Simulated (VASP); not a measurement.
# TaN (P-62m) in VASP: a series of runs

One crystal, TaN, is run at these levels: BLYP+D4, LDA, PBE; tasks: band structure, phonons, elastic constants, density of states, electric field gradients.

Everything below comes from runs of VASP 6.6.1. Logs are shortened: lines on timing, memory, paths and dates and some standing lists are left out, and cuts for length are marked.

## 1. The structure

The structure is hexagonal, space group P-62m (No. 189). The conventional cell has a = 5.196 Å, b = 5.196 Å, c = 2.911 Å, α = 90.00°, β = 90.00°, γ = 120.00°. Around Ta (site symmetry -62m) lie 3 N at 2.04 Å. Around Ta (site symmetry -6) lie 6 N at 2.16 Å. N (site symmetry m2m) has 5 Ta at 2.04 to 2.16 Å as nearest neighbours.

## 2. Band structure, BLYP+D4 (cell strained at random at fixed volume)

Contents of INCAR:

```
SYSTEM = TaN
AGGAC = 1.0
AGGAX = 1.0
ALDAC = 0.0
ALDAX = 1.0
ALGO = Normal
EDIFF = 1E-6
ENCUT = 500
GGA = B5
ISIF = 2
ISMEAR = 0
IVDW = 13
LASPH = .True.
LCHARG = .False.
LMAXMIX = 4
LREAL = .False.
LWAVE = .False.
NELM = 60
PREC = Accurate
SIGMA = 0.01
VDW_A1 = 0.44488865
VDW_A2 = 4.0933009
VDW_S6 = 1.0
VDW_S8 = 2.34076671
```

Contents of KPOINTS:

```
k-points
0
Gamma
  6 6 9
  0 0 0
```

Contents of POSCAR:

```
TaN
5.1291
    0.999967245716      0.004941802655     -0.006693766938
   -0.495703924665      0.878368914624      0.006100680431
   -0.003750170595      0.001781404145      0.572715096216
Ta N
3 3
Direct
    0.0000000000      0.0000000000      0.0000000000
    0.6666666667      0.3333333333      0.5000000000
    0.3333333333      0.6666666667      0.5000000000
    0.0000000000      0.3928500000      0.0000000000
    0.6071500000      0.6071500000      0.0000000000
    0.3928500000      0.0000000000      0.0000000000
```

Contents of KPOINTS_OPT:

```
path XGY,LGZ,NGM,RG
10
line-mode
reciprocal
 0.0000000000 -0.5000000000  0.0000000000  X
 0.0000000000  0.0000000000  0.0000000000  G

 0.0000000000  0.0000000000  0.0000000000  G
 0.0000000000  0.0000000000 -0.5000000000  Y

 0.0000000000 -0.5000000000 -0.5000000000  L
 0.0000000000  0.0000000000  0.0000000000  G

 0.0000000000  0.0000000000  0.0000000000  G
 0.5000000000  0.0000000000  0.0000000000  Z

 0.5000000000 -0.5000000000  0.0000000000  N
 0.0000000000  0.0000000000  0.0000000000  G

 0.0000000000  0.0000000000  0.0000000000  G
 0.5000000000  0.0000000000 -0.5000000000  M

 0.5000000000 -0.5000000000 -0.5000000000  R
 0.0000000000  0.0000000000  0.0000000000  G
```

Potentials or basis: VASP PAW PBE potentials, release 64 (Ta, N).

Run with:

```sh
$ cat potpaw_PBE.64/Ta/POTCAR potpaw_PBE.64/N/POTCAR > POTCAR
$ mpirun -np 1 vasp_std > vasp.out
```

OUTCAR:

```text
SYSTEM = TaN
   EDIFF = 1E-6
   ENCUT = 500
   GGA = B5
   ISIF = 2
   ISMEAR = 0
   IVDW = 13
   LASPH = .True.
   LREAL = .False.
   NELM = 60
   PREC = Accurate

 ion  position               nearest neighbor table
   1  0.000  0.000  0.000-   6 2.01   4 2.03   5 2.05   3 3.29   2 3.29   2 3.32   3 3.32   3 3.32
                             2 3.32   3 3.34   2 3.34   3 3.34   2 3.34   3 3.36   2 3.36
   2  0.667  0.333  0.500-   4 2.15   5 2.15   4 2.17   6 2.18   5 2.18   6 2.18   3 2.96   3 2.99
                             3 3.01   1 3.29   1 3.32   1 3.32   1 3.34   1 3.34   1 3.36
   3  0.333  0.667  0.500-   5 2.14   6 2.16   4 2.17   5 2.17   4 2.18   6 2.18   2 2.96   2 2.99
                             2 3.01   1 3.29   1 3.32   1 3.32   1 3.34   1 3.34   1 3.36
   4  0.000  0.393  0.000-   1 2.03   2 2.15   3 2.17   2 2.17   3 2.18
   5  0.607  0.607  0.000-   1 2.05   3 2.14   2 2.15   3 2.17   2 2.18
   6  0.393  0.000  0.000-   1 2.01   3 2.16   2 2.18   2 2.18   3 2.18

  LATTYP: Found a triclinic cell.
 ALAT       =     5.1291095412
 B/A-ratio  =     1.0086068435
 C/A-ratio  =     0.5727290793
 COS(alpha) =     0.0119752946
 COS(beta)  =     0.0132258652
 COS(gamma) =     0.4871927788

  Lattice vectors:

 A1 = (   5.1289320000,   0.0253470000,  -0.0343330000)
 A2 = (   2.5425150000,  -4.5052420000,  -0.0312910000)
 A3 = (   0.0192350000,  -0.0091370000,  -2.9375130000)

Analysis of symmetry for initial positions (statically):
=====================================================================
 Subroutine PRICEL returns:
 Original cell was already a primitive cell.

 Routine SETGRP: Setting up the symmetry group for a
 triclinic supercell.

 Subroutine GETGRP returns: Found  1 space group operations
 (whereof  1 operations were pure point group operations)
 out of a pool of  2 trial point group operations.

The static configuration has the point symmetry C_1 .

Analysis of symmetry for dynamics (positions and initial velocities):
=====================================================================
 Subroutine PRICEL returns:
 Original cell was already a primitive cell.

 Routine SETGRP: Setting up the symmetry group for a
 triclinic supercell.

 Subroutine GETGRP returns: Found  1 space group operations
 (whereof  1 operations were pure point group operations)
 out of a pool of  2 trial point group operations.

The dynamic configuration has the point symmetry C_1 .

 Subroutine INISYM returns: Found  1 space group operations
 (whereof  1 operations are pure point group operations),
 and found     1 'primitive' translations

----------------------------------------------------------------------------------------

                                     Primitive cell

  volume of cell :      68.0630

  direct lattice vectors                    reciprocal lattice vectors
     5.128932000  0.025347000 -0.034333000     0.194436356  0.109722894  0.000931892
    -2.542515000  4.505242000  0.031291000    -0.001098553  0.221348527 -0.000695688
    -0.019235000  0.009137000  2.937513000     0.002284231 -0.001075434  0.340442328

  length of vectors
     5.129109541  5.173254984  2.937590185     0.223261010  0.221352346  0.340451689

  position of ions in fractional coordinates (direct lattice)
     0.000000000  0.000000000  0.000000000
     0.666666667  0.333333333  0.500000000
     0.333333333  0.666666667  0.500000000
     1.000000000  0.392850000  0.000000000
     0.607150000  0.607150000  0.000000000
     0.392850000  0.000000000  0.000000000

  ion indices of the primitive-cell ions
   primitive index   ion index
                 1           1
                 2           2
                 3           3
                 4           4
                 5           5
                 6           6

----------------------------------------------------------------------------------------

 KPOINTS: k-points

Automatic generation of k-mesh.
 Grid dimensions read from file:
 generate k-points for:    6    6    9

 Generating k-lattice:

  Cartesian coordinates                     Fractional coordinates (reciprocal lattice)
     0.032406059  0.018287149  0.000155315     0.166666667 -0.000000000 -0.000000000
    -0.000183092  0.036891421 -0.000115948     0.000000000  0.166666667  0.000000000
     0.000253803 -0.000119493  0.037826925     0.000000000  0.000000000  0.111111111

  Length of vectors
     0.037210168  0.036892058  0.037827965

  Shift w.r.t. Gamma in fractional coordinates (k-lattice)
     0.000000000  0.000000000  0.000000000

 Subroutine IBZKPT returns following result:
 ===========================================

 Found    164 irreducible k-points:

 Following reciprocal coordinates:
            Coordinates               Weight
  0.000000  0.000000  0.000000      1.000000
  0.166667  0.000000 -0.000000      2.000000
  0.333333  0.000000  0.000000      2.000000
  0.500000  0.000000  0.000000      1.000000
 -0.000000  0.166667 -0.000000      2.000000
  0.166667  0.166667  0.000000      2.000000
[... 16 lines left out ...]
  0.333333  0.000000  0.111111      2.000000
  0.500000  0.000000  0.111111      2.000000
 [... further k-points ...]
   k-points           NKPTS =    164   k-points in BZ     NKDIM =    164   number of bands    NBANDS=     19
   number of dos      NEDOS =    301   number of ions     NIONS =      6
   total plane-waves  NPLWV =  38400
   dimension x,y,z NGX =    40 NGY =   40 NGZ =   24
   dimension x,y,z NGXF=    80 NGYF=   80 NGZF=   48
   ions per type =               3   3
   NGX,Y,Z   is equivalent  to a cutoff of  12.96, 12.85, 13.58 a.u.
   NGXF,Y,Z  is equivalent  to a cutoff of  25.93, 25.71, 27.16 a.u.
 SYSTEM =  TaN
   PREC   = accura    normal or accurate (medium, high low for compatibility)
   ISTART =      0    job   : 0-new  1-cont  2-samecut
   ICHARG =      2    charge: 1-file 2-atom 10-const
   ISPIN  =      1    spin polarized calculation?
   LNONCOLLINEAR =      F non collinear calculations
   LSORBIT =      F    spin-orbit coupling
   LASPH  =      T    aspherical Exc in radial PAW
   ENCUT  =  500.0 eV  36.75 Ry    6.06 a.u.   9.35  9.43  5.36*2*pi/ulx,y,z
   NELM   =     60;   NELMIN=  2; NELMDL= -5     # of ELM steps
   EDIFF  = 0.1E-05   stopping-criterion for ELM
   LREAL  =      F    real-space projection
   EDIFFG = 0.1E-04   stopping-criterion for IOM
   NSW    =      0    number of steps for IOM
   IBRION =     -1    ionic relax: 0-MD 1-quasi-New 2-CG
   NFREE  =      0    steps in history (QN), initial steepest desc. (CG)
   ISIF   =      2    stress and relaxation
   ISYM   =      2    0-nonsym 1-usesym 2-fastsym
   POTIM  = 0.5000    time-step for ionic-motion
   TEBEG  =    0.0;   TEEND  =   0.0 temperature during run
   PSTRESS=    0.0 pullay stress
   NELECT =      30.0000    total number of electrons
   NUPDOWN=      -1.0000    fix difference up-down
   EMIN   =  10.00;   EMAX   =-10.00  energy-range for DOS
   EFERMI =   0.00;   METHOD = LEGACY
   ISMEAR =     0;   SIGMA  =   0.01  broadening in eV -4-tet -1-fermi 0-gaus
   EFERMI_NEDOS =   21; number of points for ismear=-14 and -15
   IALGO  =     38    algorithm
   IMIX   =      4    mixing-type and parameters
     AMIX     =   0.40;   BMIX     =  1.00
     AMIX_MAG =   1.60;   BMIX_MAG =  1.00
  volume/ion in A,a.u.               =      11.34        76.55
  Fermi-wavevector in a.u.,A,eV,Ry     =   1.245886  2.354383 21.119390  1.552231
  Thomas-Fermi vector in A             =   2.380088
   LORBIT       =      0    0 simple, 1 ext, 2 COOP (PROOUT), +10 PAW based schemes
   GGA     = B5    functional components
   LHFCALC =     F    Hartree Fock is set to
   AEXX    =    0.0000 exact exchange contribution
   IVDW    =    13    specifies the selected vdW correction
   LEPSILON=     F    determine dielectric tensor
   LRPA    =     F    only Hartree local field effects (RPA)
 non-spin polarized calculation
 Gauss-broadening in eV      SIGMA  =   0.01
  energy-cutoff  :      500.00
  volume of cell :       68.06
 maximum number of plane-waves:      1745
 NGX is ok and might be reduce to    40
   NGX = 19   NGY = 19   NGZ = 11

 number of electron      30.0000000 magnetization

 Free energy of the ion-electron system (eV)
  ---------------------------------------------------
  ext. energy  EPLUGINS =         0.00000000
  ---------------------------------------------------
  free energy    TOTEN  =       -61.74420404 eV

  energy without entropy =      -61.74416774  energy(sigma->0) =      -61.74418589

 E-fermi :   9.0350     XC(G=0): -12.1461

 val. band max:        8.9830072957   @ k =   0.1667  -0.1667   0.3333
 cond. band min:       9.0351425105   @ k =   0.1667  -0.1667   0.2222
 fundamental gap:      0.0521352148
 Fermi energy:         9.0350383021

 k-point     1 :       0.0000    0.0000    0.0000
  band No.  band energies     occupation
      1      -9.1657      2.00000
      2      -6.6412      2.00000
      3      -6.5897      2.00000
      4      -0.1315      2.00000
      5       2.5887      2.00000
      6       2.6741      2.00000
[... 11 lines left out ...]
     18       9.5449      0.00000
     19      10.8771      0.00000

 k-point     2 :       0.1667    0.0000   -0.0000
  band No.  band energies     occupation
      1      -9.0014      2.00000
      2      -6.7968      2.00000
      3      -6.6452      2.00000
      4       0.0357      2.00000
      5       1.7977      2.00000
      6       2.6860      2.00000
[... 11 lines left out ...]
     18       9.8691      0.00000
     19      10.2197      0.00000

 k-point     3 :       0.3333    0.0000    0.0000
  band No.  band energies     occupation
      1      -8.5613      2.00000
      2      -7.2478      2.00000
      3      -6.7204      2.00000
      4       0.3733      2.00000
      5       1.1420      2.00000
      6       2.0469      2.00000
[... 11 lines left out ...]
     18      10.7116      0.00000
     19      10.9134      0.00000

 k-point     4 :       0.5000    0.0000    0.0000
  band No.  band energies     occupation
      1      -8.1241      2.00000
      2      -7.6848      2.00000
      3      -6.7609      2.00000
      4       0.4693      2.00000
      5       1.2142      2.00000
      6       1.4471      2.00000
[... 11 lines left out ...]
     18      10.9861      0.00000
     19      11.3036      0.00000

 k-point     5 :      -0.0000    0.1667   -0.0000
  band No.  band energies     occupation
      1      -9.0046      2.00000
      2      -6.8168      2.00000
      3      -6.6240      2.00000
      4       0.0391      2.00000
      5       1.7955      2.00000
      6       2.6973      2.00000
[... 11 lines left out ...]
     18       9.8684      0.00000
     19      10.2704      0.00000
[... 334 lines left out ...]
      2      -6.6973      2.00000
      3      -6.6495      2.00000
      4       0.2534      2.00000
      5       2.3422      2.00000
      6       2.4161      2.00000
[... 11 lines left out ...]
     18      10.1897      0.00000
     19      10.8858      0.00000

 k-point    22 :       0.1667    0.0000    0.1111
  band No.  band energies     occupation
      1      -8.8048      2.00000
      2      -6.8279      2.00000
      3      -6.7009      2.00000
      4       0.3757      2.00000
      5       1.7234      2.00000
      6       2.4482      2.00000
[... 11 lines left out ...]
     18      10.4319      0.00000
     19      10.7354      0.00000

 k-point    23 :       0.3333    0.0000    0.1111
  band No.  band energies     occupation
      1      -8.3877      2.00000
      2      -7.2202      2.00000
      3      -6.7663      2.00000
      4       0.5506      2.00000
      5       1.1563      2.00000
      6       2.1733      2.00000
[... 11 lines left out ...]
     18      10.8292      0.00000
     19      11.1368      0.00000

 k-point    24 :       0.5000    0.0000    0.1111
  band No.  band energies     occupation
      1      -7.9741      2.00000
      2      -7.6179      2.00000
      3      -6.8003      2.00000
      4       0.4775      2.00000
      5       1.3100      2.00000
      6       1.6433      2.00000
[... 11 lines left out ...]
     18      10.7606      0.00000
     19      11.3101      0.00000

 [... further k-points ...]

------------------------ aborting loop because EDIFF is reached ----------------------------------------

  DFT-D4 for vdW energy calculation

  Edisp (eV):   -3.38964

  FORCE on cell =-STRESS in cart. coord.  units (eV):
  Direction    XX          YY          ZZ          XY          YZ          ZX
  --------------------------------------------------------------------------------------
  -------------------------------------------------------------------------------------
  Total       6.03560     3.14168     1.02811    -0.84022    -0.55339     1.19915
  in kB     142.07577    73.95407    24.20137   -19.77855   -13.02657    28.22751
  external pressure =       80.08 kB  Pullay stress =        0.00 kB

 VOLUME and BASIS-vectors are now :
 -----------------------------------------------------------------------------
  energy-cutoff  :      500.00
  volume of cell :       68.06
      direct lattice vectors                 reciprocal lattice vectors
     5.128932000  0.025347000 -0.034333000     0.194436356  0.109722894  0.000931892
    -2.542515000  4.505242000  0.031291000    -0.001098553  0.221348527 -0.000695688
    -0.019235000  0.009137000  2.937513000     0.002284231 -0.001075434  0.340442328

 POSITION                                       TOTAL-FORCE (eV/Angst)
 -----------------------------------------------------------------------------------
      0.00000      0.00000      0.00000        -0.276992     -0.146745      0.000605
      2.56217      1.52321      1.45630        -0.028231     -0.152239     -0.003842
      0.00502      3.01651      1.47817        -0.157803      0.043175     -0.014487
     -0.99883      1.76988      0.01229         0.064513      0.152329      0.052736
      1.57034      2.75075     -0.00185         0.093905      0.035065      0.012140
      2.01490      0.00996     -0.01349         0.304608      0.068414     -0.047152
 -----------------------------------------------------------------------------------
    total drift:                                0.001058     -0.000573      0.000093

  FREE ENERGIE OF THE ION-ELECTRON SYSTEM (eV)
  ---------------------------------------------------
  free  energy   TOTEN  =       -65.1338442357 eV

  energy  without entropy=      -65.1338079352  energy(sigma->0) =      -65.13382609
```

Run time: 3.4 min. Hardware: 1 thread of AMD EPYC 9R45 (Zen 5), shared host; peak memory 0.37 GiB.

Results:

| Property | Result |
| --- | --- |
| Free energy | -65.1338 eV |
| Pressure | 8.0 GPa |
| Largest force | 0.316 eV/Å |
| Band gap along the path | none (metal or under the smearing width) |
| Dispersion energy per atom | -0.565 eV |

Forces on the atoms (eV/Å):
```
Ta  -0.277 -0.147  0.001
Ta  -0.028 -0.152 -0.004
Ta  -0.158  0.043 -0.014
N    0.065  0.152  0.053
N    0.094  0.035  0.012
N    0.305  0.068 -0.047
```

Levels at the corners of the path, in eV from the Fermi level:
```tsv
point	band 11	band 12	band 13	band 14	band 15	band 16	band 17	band 18	band 19
X	-4.61	-3.86	-3.68	-2.80	-2.47	1.11	1.73	2.01	2.26
Γ	-4.81	-4.27	-3.38	-1.75	-0.87	-0.86	0.48	0.51	1.89
Γ	-4.81	-4.27	-3.38	-1.75	-0.87	-0.86	0.48	0.51	1.93
Y	-4.41	-4.29	-2.79	-2.78	1.74	1.83	2.04	2.24	2.48
L	-4.65	-3.86	-3.18	-1.88	-0.84	0.58	1.50	3.15	3.40
Γ	-4.81	-4.27	-3.38	-1.75	-0.87	-0.86	0.48	0.51	1.89
Γ	-4.81	-4.27	-3.38	-1.75	-0.87	-0.86	0.48	0.51	1.90
Z	-4.57	-3.84	-3.79	-2.70	-2.52	1.15	1.74	1.95	2.29
N	-4.53	-3.88	-3.81	-2.61	-2.58	1.18	1.76	1.91	2.34
Γ	-4.81	-4.27	-3.38	-1.75	-0.87	-0.86	0.48	0.51	1.86
Γ	-4.81	-4.27	-3.38	-1.75	-0.87	-0.86	0.48	0.51	1.90
M	-4.63	-3.94	-3.16	-1.88	-0.87	0.52	1.51	3.20	3.31
R	-4.61	-4.03	-3.14	-1.88	-0.90	0.47	1.51	3.15	3.30
Γ	-4.81	-4.27	-3.38	-1.75	-0.87	-0.86	0.48	0.51	1.86
```

Caveat: the PAW data sets were made with another functional, which shifts forces and pressure a little; spin-orbit coupling is left out, which moves the levels of the heavy elements; pairwise dispersion overbinds metals, which lowers pressure and volume.

[end of part 1 of 3]
